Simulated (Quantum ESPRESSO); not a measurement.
## Te2Mo in Quantum ESPRESSO: the effect of functional

Crystal: Te2Mo.

```
CELL_PARAMETERS angstrom
2.07167 1.19608 6.26345
-2.07167 1.19608 6.26345
0.00000 -2.39216 6.26345
ATOMIC_POSITIONS crystal
Mo 0.00000 0.00000 0.00000
Te 0.25200 0.25200 0.25200
Te 0.74800 0.74800 0.74800
```

The cell was built by a generator and needn't be a form met in nature.

Alike in all runs:

| Item | Value |
| --- | --- |
| Program | Quantum ESPRESSO 7.5 |
| Task | single point |
| Potentials or basis | PseudoDojo 0.4.1 SR PBE standard |
| Cutoff | 1088 eV |
| Density cutoff | 4354 eV |
| k mesh | 5 × 5 × 5 |
| Occupations | gaussian, width 0.05 eV |
| Spin | collinear spin, ferromagnetic start |
| Starting moments | [2.0, 0.0, 0.0] μB |
| Hubbard terms | Mo d U = 6 eV |

Problem. One run gave: pressure -3.8 GPa; moment 2.49 μB; largest force 0.30 eV/Å. Which functional did it use?
A. RPBE
B. PBE
C. revPBE
D. PW91
E. LDA

Solution. E.

```tsv
functional	pressure (GPa)	moment (μB)	largest force (eV/Å)
LDA	-3.8	2.49	0.30
PBEsol	-1.9	2.43	0.12
PBE	0.9	2.40	0.09
revPBE	2.2	2.38	0.15
RPBE	2.7	2.37	0.18
PW91	0.8	2.40	0.10
```

Caveats: the U is typed as a test and isn't derived for this compound; the potentials were made for another functional, which shifts forces and pressure (some runs).
